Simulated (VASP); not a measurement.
# BN (P1) in VASP: further runs

One crystal, BN, is run at these levels: PBE; tasks: single point.

All numbers are computed with VASP 6.6.1; they aren't measurements. Logs are shortened: lines on timing, memory, paths and dates and some standing lists are left out, and cuts for length are marked.

### 1 Starting point

The typed cell holds 2 atoms: a = 2.508 Å, b = 2.508 Å, c = 3.274 Å, α = 101.11°, β = 101.11°, γ = 119.81°.

The cell comes from a database or a generator and needn't be the stable form of this composition.

### 2 Single point, PBE

Input file INCAR:

```
SYSTEM = BN
PREC = Accurate
ENCUT = 450
EDIFF = 1E-6
ISMEAR = 0
SIGMA = 0.02
LREAL = .FALSE.
LASPH = .TRUE.
NELM = 60
ALGO = Normal
ISIF = 2
LWAVE = .FALSE.
LCHARG = .FALSE.
GGA = PE
NBANDS = 11
```

Input file KPOINTS:

```
regular mesh
0
G
  7 7 5
  0 0 0
```

Input file POSCAR:

```
BN
1.0
    2.5080409239      0.0000000000      0.0000000000
   -1.2467107647      2.1762310413      0.0000000000
   -0.6306650796     -1.0881155206      3.0225400000
N B
1 1
Direct
    0.6685060000      0.3323850000      0.9849990000
    0.9796430000      0.9834990000      0.0018060000
```

Potentials or basis: VASP PAW PBE potentials, release 64 (N_GW, B_GW).

Run with:

```sh
$ cat potpaw_PBE.64/N_GW/POTCAR potpaw_PBE.64/B_GW/POTCAR > POTCAR
$ mpirun -np 1 vasp_std > vasp.out
```

OUTCAR:

```text
SYSTEM = BN
   PREC = Accurate
   ENCUT = 450
   EDIFF = 1E-6
   ISMEAR = 0
   LREAL = .FALSE.
   LASPH = .TRUE.
   NELM = 60
   ISIF = 2
   GGA = PE

 ion  position               nearest neighbor table
   1  0.669  0.332  0.985-   2 1.40   2 1.43   2 1.52
   2  0.980  0.983  0.002-   1 1.40   1 1.43   1 1.52

  LATTYP: Found a face centered orthorhombic cell.
 ALAT       =     2.5153400000
 B/A-ratio  =     1.7253460765
 C/A-ratio  =     2.4032854405

  Lattice vectors:

 A1 = (  -1.8773758443,   1.0881155207,   3.0225400000)
 A2 = (   0.6306650796,   1.0881155207,   3.0225400000)
 A3 = (  -1.2467107647,   2.1762310413,   0.0000000000)

Analysis of symmetry for initial positions (statically):
=====================================================================
 Subroutine PRICEL returns:
 Original cell was already a primitive cell.

 Routine SETGRP: Setting up the symmetry group for a
 face centered orthorhombic supercell.

 Subroutine GETGRP returns: Found  1 space group operations
 (whereof  1 operations were pure point group operations)
 out of a pool of  8 trial point group operations.

The static configuration has the point symmetry C_1 .

Analysis of symmetry for dynamics (positions and initial velocities):
=====================================================================
 Subroutine PRICEL returns:
 Original cell was already a primitive cell.

 Routine SETGRP: Setting up the symmetry group for a
 face centered orthorhombic supercell.

 Subroutine GETGRP returns: Found  1 space group operations
 (whereof  1 operations were pure point group operations)
 out of a pool of  8 trial point group operations.

The dynamic configuration has the point symmetry C_1 .

 Subroutine INISYM returns: Found  1 space group operations
 (whereof  1 operations are pure point group operations),
 and found     1 'primitive' translations

----------------------------------------------------------------------------------------

                                     Primitive cell

  volume of cell :      16.4973

  direct lattice vectors                    reciprocal lattice vectors
     2.508040924  0.000000000  0.000000000     0.398717577  0.228415773  0.165423783
    -1.246710765  2.176231041  0.000000000     0.000000000  0.459510034  0.165423783
    -0.630665080 -1.088115521  3.022540000     0.000000000  0.000000000  0.330847565

  length of vectors
     2.508040924  2.508040924  3.273756540     0.488379462  0.488379462  0.330847565

  position of ions in fractional coordinates (direct lattice)
     0.668506000  0.332385000  0.984999000
     0.979643000  0.983499000  0.001806000

  ion indices of the primitive-cell ions
   primitive index   ion index
                 1           1
                 2           2

----------------------------------------------------------------------------------------

 KPOINTS: regular mesh

Automatic generation of k-mesh.
 Grid dimensions read from file:
 generate k-points for:    7    7    5

 Generating k-lattice:

  Cartesian coordinates                     Fractional coordinates (reciprocal lattice)
     0.056959654  0.032630825  0.023631969     0.142857143 -0.000000000  0.000000000
     0.000000000  0.065644291  0.023631969     0.000000000  0.142857143  0.000000000
     0.000000000  0.000000000  0.066169513     0.000000000  0.000000000  0.200000000

  Length of vectors
     0.069768495  0.069768495  0.066169513

  Shift w.r.t. Gamma in fractional coordinates (k-lattice)
     0.000000000  0.000000000  0.000000000

 -----------------------------------------------------------------------------
|                                                                             |
|           W    W    AA    RRRRR   N    N  II  N    N   GGGG   !!!           |
|           W    W   A  A   R    R  NN   N  II  NN   N  G    G  !!!           |
|           W    W  A    A  R    R  N N  N  II  N N  N  G       !!!           |
|           W WW W  AAAAAA  RRRRR   N  N N  II  N  N N  G  GGG   !            |
|           WW  WW  A    A  R   R   N   NN  II  N   NN  G    G                |
|           W    W  A    A  R    R  N    N  II  N    N   GGGG   !!!           |
|                                                                             |
|     Your reciprocal lattice and k-lattice belong to different lattice       |
|     classes:                                                                |
|                                                                             |
|        The reciprocal lattice is body-centered orthorhombic,                |
|        whereas your k-lattice is base-centered monoclinic.                  |
|                                                                             |
|     Results are often still useful ...                                      |
|                                                                             |
 -----------------------------------------------------------------------------

 WARNING: IBZKPT: internal override: KBLOWUP is changed to .FALSE.
      ... skipping the blow-up phase ...

 Subroutine IBZKPT returns following result:
 ===========================================

 Found    123 irreducible k-points:

 Following reciprocal coordinates:
            Coordinates               Weight
  0.000000  0.000000  0.000000      1.000000
  0.142857  0.000000  0.000000      2.000000
  0.285714  0.000000  0.000000      2.000000
  0.428571  0.000000 -0.000000      2.000000
  0.000000  0.142857  0.000000      2.000000
  0.142857  0.142857  0.000000      2.000000
[... 16 lines left out ...]
 -0.428571  0.428571 -0.000000      2.000000
 -0.285714  0.428571 -0.000000      2.000000
 [... further k-points ...]
   k-points           NKPTS =    123   k-points in BZ     NKDIM =    123   number of bands    NBANDS=     11
   number of dos      NEDOS =    301   number of ions     NIONS =      2
   total plane-waves  NPLWV =   7776
   dimension x,y,z NGX =    18 NGY =   18 NGZ =   24
   dimension x,y,z NGXF=    36 NGYF=   36 NGZF=   48
   ions per type =               1   1
   NGX,Y,Z   is equivalent  to a cutoff of  11.93, 11.93, 12.19 a.u.
   NGXF,Y,Z  is equivalent  to a cutoff of  23.86, 23.86, 24.38 a.u.
 SYSTEM =  BN
   PREC   = accura    normal or accurate (medium, high low for compatibility)
   ISTART =      0    job   : 0-new  1-cont  2-samecut
   ICHARG =      2    charge: 1-file 2-atom 10-const
   ISPIN  =      1    spin polarized calculation?
   LNONCOLLINEAR =      F non collinear calculations
   LSORBIT =      F    spin-orbit coupling
   LASPH  =      T    aspherical Exc in radial PAW
   ENCUT  =  450.0 eV  33.07 Ry    5.75 a.u.   4.34  4.34  5.66*2*pi/ulx,y,z
   NELM   =     60;   NELMIN=  2; NELMDL= -5     # of ELM steps
   EDIFF  = 0.1E-05   stopping-criterion for ELM
   LREAL  =      F    real-space projection
   EDIFFG = 0.1E-04   stopping-criterion for IOM
   NSW    =      0    number of steps for IOM
   IBRION =     -1    ionic relax: 0-MD 1-quasi-New 2-CG
   NFREE  =      0    steps in history (QN), initial steepest desc. (CG)
   ISIF   =      2    stress and relaxation
   ISYM   =      2    0-nonsym 1-usesym 2-fastsym
   POTIM  = 0.5000    time-step for ionic-motion
   TEBEG  =    0.0;   TEEND  =   0.0 temperature during run
   PSTRESS=    0.0 pullay stress
   NELECT =       8.0000    total number of electrons
   NUPDOWN=      -1.0000    fix difference up-down
   EMIN   =  10.00;   EMAX   =-10.00  energy-range for DOS
   EFERMI =   0.00;   METHOD = LEGACY
   ISMEAR =     0;   SIGMA  =   0.02  broadening in eV -4-tet -1-fermi 0-gaus
   EFERMI_NEDOS =   21; number of points for ismear=-14 and -15
   IALGO  =     38    algorithm
   IMIX   =      4    mixing-type and parameters
     AMIX     =   0.40;   BMIX     =  1.00
     AMIX_MAG =   1.60;   BMIX_MAG =  1.00
  volume/ion in A,a.u.               =       8.25        55.66
  Fermi-wavevector in a.u.,A,eV,Ry     =   1.286178  2.430523 22.507475  1.654253
  Thomas-Fermi vector in A             =   2.418268
   LORBIT       =      0    0 simple, 1 ext, 2 COOP (PROOUT), +10 PAW based schemes
   GGA     = PE    functional components
   LHFCALC =     F    Hartree Fock is set to
   AEXX    =    0.0000 exact exchange contribution
   IVDW    =     0    specifies the selected vdW correction
   LEPSILON=     F    determine dielectric tensor
   LRPA    =     F    only Hartree local field effects (RPA)
 non-spin polarized calculation
 Gauss-broadening in eV      SIGMA  =   0.02
  energy-cutoff  :      450.00
  volume of cell :       16.50
 maximum number of plane-waves:       373
 NGX is ok and might be reduce to    18
   NGX =  9   NGY =  9   NGZ = 11

 number of electron       8.0000000 magnetization

 Free energy of the ion-electron system (eV)
  ---------------------------------------------------
  ext. energy  EPLUGINS =         0.00000000
  ---------------------------------------------------
  free energy    TOTEN  =       -17.41166695 eV

  energy without entropy =      -17.41166695  energy(sigma->0) =      -17.41166695

 E-fermi :   3.5080     XC(G=0): -10.6254

 val. band max:        3.3458358377   @ k =   0.4286   0.4286   0.0000
 cond. band min:       6.5367758525   @ k =  -0.4286  -0.4286   0.4000
 fundamental gap:      3.1909400148
 Fermi energy:         3.5079629862

 k-point     1 :       0.0000    0.0000    0.0000
  band No.  band energies     occupation
      1     -14.8290      2.00000
      2      -0.3348      2.00000
      3       0.9818      2.00000
      4       2.6050      2.00000
      5       8.9364      0.00000
      6      13.6488      0.00000
      7      15.7467      0.00000
      8      16.3664      0.00000
      9      18.3200      0.00000
     10      28.7640      0.00000
     11      30.6045      0.00000

 k-point     2 :       0.1429    0.0000    0.0000
  band No.  band energies     occupation
      1     -14.3983      2.00000
      2      -0.1143      2.00000
      3       0.3708      2.00000
      4       0.9379      2.00000
      5       9.9271      0.00000
      6      13.8707      0.00000
      7      15.0577      0.00000
      8      17.2747      0.00000
      9      19.2631      0.00000
     10      26.2823      0.00000
     11      29.5996      0.00000

 k-point     3 :       0.2857    0.0000    0.0000
  band No.  band energies     occupation
      1     -13.1956      2.00000
      2      -2.4356      2.00000
      3      -0.6020      2.00000
      4       0.6471      2.00000
      5      11.0108      0.00000
      6      12.6379      0.00000
      7      14.6706      0.00000
      8      20.7828      0.00000
      9      21.3673      0.00000
     10      23.0647      0.00000
     11      27.8520      0.00000

 k-point     4 :       0.4286    0.0000   -0.0000
  band No.  band energies     occupation
      1     -11.7206      2.00000
      2      -5.1596      2.00000
      3      -1.3115      2.00000
      4       1.6470      2.00000
      5       8.7977      0.00000
      6      12.8738      0.00000
      7      16.6171      0.00000
      8      20.8165      0.00000
      9      23.6958      0.00000
     10      24.6449      0.00000
     11      26.7643      0.00000
[... 239 lines left out ...]
 k-point    22 :       0.4286    0.4286    0.0000
  band No.  band energies     occupation
      1     -11.4488      2.00000
      2      -5.8031      2.00000
      3      -1.8712      2.00000
      4       3.3458      2.00000
      5       9.1656      0.00000
      6      13.9649      0.00000
      7      16.2331      0.00000
      8      18.4621      0.00000
      9      20.1299      0.00000
     10      24.6553      0.00000
     11      28.2350      0.00000

 k-point    23 :      -0.4286    0.4286   -0.0000
  band No.  band energies     occupation
      1     -11.9459      2.00000
      2      -5.6271      2.00000
      3      -0.6984      2.00000
      4       2.9873      2.00000
      5      10.0918      0.00000
      6      12.3307      0.00000
      7      15.4280      0.00000
      8      18.7511      0.00000
      9      23.6999      0.00000
     10      23.9221      0.00000
     11      24.9676      0.00000

 k-point    24 :      -0.2857    0.4286   -0.0000
  band No.  band energies     occupation
      1     -12.3628      2.00000
      2      -4.4207      2.00000
      3      -1.3092      2.00000
      4       2.4032      2.00000
      5      10.1675      0.00000
      6      13.0104      0.00000
      7      16.1614      0.00000
      8      18.9231      0.00000
      9      20.7549      0.00000
     10      23.7122      0.00000
     11      28.0844      0.00000

 [... further k-points ...]

------------------------ aborting loop because EDIFF is reached ----------------------------------------

  FORCE on cell =-STRESS in cart. coord.  units (eV):
  Direction    XX          YY          ZZ          XY          YZ          ZX
  --------------------------------------------------------------------------------------
  -------------------------------------------------------------------------------------
  Total       -0.5872441      0.6057183      0.5623731     -0.4999932      0.1198598      0.0555227
  in kB      -57.0318619     58.8260411     54.6164473    -48.5582439     11.6405192      5.3922418
  external PRESSURE =      18.8035421 kB  Pullay stress =       0.0000000 kB

 VOLUME and BASIS-vectors are now :
 -----------------------------------------------------------------------------
  energy-cutoff  :      450.00
  volume of cell :       16.50
      direct lattice vectors                 reciprocal lattice vectors
     2.508040924  0.000000000  0.000000000     0.398717577  0.228415773  0.165423783
    -1.246710765  2.176231041  0.000000000     0.000000000  0.459510034  0.165423783
    -0.630665080 -1.088115521  3.022540000     0.000000000  0.000000000  0.330847565

 POSITION                                       TOTAL-FORCE (eV/Angst)
 -----------------------------------------------------------------------------------
      0.64105     -0.34845      2.97720        -1.642651     -2.059611      0.593550
      1.22971      2.13836      0.00546         1.642651      2.059611     -0.593550
 -----------------------------------------------------------------------------------
    total drift:                                0.000253     -0.000260     -0.001273

  FREE ENERGIE OF THE ION-ELECTRON SYSTEM (eV)
  ---------------------------------------------------
  free  energy   TOTEN  =       -17.4116669479 eV

  energy  without entropy=      -17.4116669479  energy(sigma->0) =      -17.41166695
```

Wall time 6.7 s (1 thread of Intel Xeon 6975P-C (Granite Rapids), shared host); peak memory 0.13 GiB.

What came out:

```yaml
Free_energy: -17.4117 eV
Largest_force: 2.700 eV/Å
Band_gap_on_the_k_mesh: 3.19 eV, indirect (least direct gap 4.85 eV)
```

Forces on the atoms (eV/Å):
```
N   -1.643 -2.060  0.594
B    1.643  2.060 -0.594
```

Levels at points of the mesh, in eV from the valence-band top:
```csv
k point,band 2,band 3,band 4,band 5,band 6,band 7
"(0.00, 0.00, 0.00)",-3.68,-2.36,-0.74,5.59,10.30,12.40
```

Caveat: the k mesh is coarse (spacing up to 0.44 Å⁻¹), so the values aren't converged; the cutoff is under 1.25 times the usual one of these potentials, so pressure, stress and relaxed cells hold a basis-set (Pulay) error; an odd mesh through Γ misses points on the zone boundary, where band edges often lie; forces of over 1 eV/Å show positions far from the minimum, so gaps and moduli don't describe the material at rest. PBE gaps usually lie below the measured ones, often by a third to a half.

### 3 Single point, PBE

Input file INCAR:

```
PREC     = Accurate       # precision mode
ENCUT    = 400            # plane-wave cutoff, eV
EDIFF    = 1E-7           # SCF threshold, eV
ISMEAR   = 0              # smearing method
SIGMA    = 0.02           # smearing width, eV
LREAL    = False          # projectors in reciprocal space
LASPH    = True           # aspherical terms in the spheres
NELM     = 80             # most SCF steps
ALGO     = Normal         # electronic algorithm
ISIF     = 2              # what is computed and relaxed
LWAVE    = False          # write WAVECAR
LCHARG   = False          # write CHGCAR
GGA      = PE             # functional
NBANDS   = 11             # bands
```

Input file KPOINTS:

```
Automatic mesh
0
Gamma
  5 5 4
```

POSCAR is that of step 2.

Potentials or basis: VASP PAW PBE potentials, release 64 (N_GW, B_GW).

Run with:

```sh
$ cat potpaw_PBE.64/N_GW/POTCAR potpaw_PBE.64/B_GW/POTCAR > POTCAR
$ mpirun -np 1 vasp_std > vasp.out
```

Run time: 5.2 s. Hardware: 1 thread of Intel Xeon Platinum 8375C at 2.90GHz (Ice Lake), shared host; peak memory 0.11 GiB.

The run converged, but a check on its numbers failed (symmetry, net force, bounds or a known fault of this set-up), so they aren't taken as properties of the crystal.

Caveat: the k mesh is coarse (spacing up to 0.61 Å⁻¹), so the values aren't converged; the cutoff lies under the usual one of these potentials, so the numbers hold a large basis-set error; an odd mesh through Γ misses points on the zone boundary, where band edges often lie; forces of over 1 eV/Å show positions far from the minimum, so gaps and moduli don't describe the material at rest.

### 4 Single point, PBE

Input file INCAR:

```
  PREC = Accurate
  ENCUT = 450
  EDIFF = 1E-7
  ISMEAR = 0
  SIGMA = 0.02
  LREAL = F
  LASPH = T
  NELM = 60
  ALGO = Fast
  ISIF = 2
  LWAVE = F
  LCHARG = T
  GGA = PE
  LELF = T
  LVHAR = T
  NBANDS = 11
```

Input file KPOINTS:

```
Automatic mesh
0
Gamma
  6 6 4
```

POSCAR is that of step 3.

Run with:

```sh
$ cat potpaw_PBE.64/N_GW/POTCAR potpaw_PBE.64/B_GW/POTCAR > POTCAR
$ mpirun -np 1 vasp_std > vasp.out
```

Run time: 7.9 s. Hardware: 1 thread of Intel Xeon Platinum 8488C (Sapphire Rapids), shared host; peak memory 0.12 GiB.

The run converged. Its results:

```
Free energy            : -17.4107 eV
Largest force          : 2.699 eV/Å
Band gap on the k mesh : 3.00 eV, indirect (least direct gap 4.52 eV)
```

Forces in eV/Å, atoms in the order of the input:
```
N   -1.641 -2.059  0.594
B    1.641  2.059 -0.594
```

Levels at points of the mesh, in eV from the valence-band top:
| k point | band 1 | band 2 | band 3 | band 4 | band 5 | band 6 | band 7 | band 8 |
| --- | --- | --- | --- | --- | --- | --- | --- | --- |
| (0.00, 0.00, 0.00) | -18.13 | -3.64 | -2.32 | -0.70 | 5.64 | 10.35 | 12.45 | 13.07 |
| (0.50, 0.00, 0.00) | -14.71 | -8.94 | -4.71 | -1.44 | 5.06 | 9.60 | 13.81 | 17.36 |
| (0.00, 0.50, 0.00) | -14.87 | -9.20 | -3.96 | -0.92 | 3.94 | 9.73 | 14.10 | 17.44 |
| (0.50, 0.50, 0.00) | -14.96 | -9.38 | -4.11 | 0.00 | 6.37 | 9.17 | 12.63 | 14.76 |
| (0.00, 0.00, 0.50) | -17.55 | -6.87 | -2.34 | -0.74 | 10.05 | 10.87 | 12.43 | 12.57 |
| (0.50, 0.00, 0.50) | -14.71 | -8.95 | -4.71 | -1.34 | 4.73 | 9.64 | 14.05 | 17.59 |
| (0.00, 0.50, 0.50) | -14.88 | -9.19 | -3.96 | -1.02 | 4.16 | 9.66 | 13.98 | 17.27 |
| (0.50, 0.50, 0.50) | -14.63 | -8.84 | -4.26 | -2.06 | 3.00 | 9.27 | 15.65 | 19.78 |

Caveat: the k mesh is coarse (spacing up to 0.52 Å⁻¹), so the values aren't converged; the cutoff is under 1.25 times the usual one of these potentials, so pressure, stress and relaxed cells hold a basis-set (Pulay) error; forces of over 1 eV/Å show positions far from the minimum, so gaps and moduli don't describe the material at rest.

### 5 The reference run

An earlier run on the cell as given: functional PBE; potentials or basis VASP PAW PBE potentials, release 64 (N, B); cutoff 520 eV; k mesh 13 × 13 × 9; occupations fermi-dirac, width 0.05 eV; no spin polarisation.

- Pressure: 5.0 GPa
- Largest force: 2.723 eV/Å
- Band gap on the k mesh: 2.84 eV, indirect (least direct gap 4.54 eV)

### 6 Overview

```tsv
potentials or basis	k mesh	cutoff (eV)	smearing	mesh quality	gap on the mesh (eV)	largest force (eV/Å)
VASP PAW PBE potentials, release 64 (N_GW, B_GW)	7 × 7 × 5	450	gaussian 0.02 eV	coarse	3.19	2.70
VASP PAW PBE potentials, release 64 (N_GW, B_GW)	6 × 6 × 4	450	gaussian 0.02 eV	coarse	3.00	2.70
VASP PAW PBE potentials, release 64 (N, B)	13 × 13 × 9	520	fermi-dirac 0.05 eV	not flagged	2.84	2.72
```

Alike in all rows: task single point; level PBE; no spin polarisation; cell as given.

Caveats: some runs use coarse meshes; forces of over 1 eV/Å show positions far from the minimum, so gaps and moduli don't describe the material at rest; the cutoff is under 1.25 times the usual one of these potentials, so pressure, stress and relaxed cells hold a basis-set (Pulay) error (some runs); an odd mesh through Γ misses points on the zone boundary, where band edges often lie (some runs).

Total energies depend on the potentials used, so only differences within one code and one set of settings carry meaning.
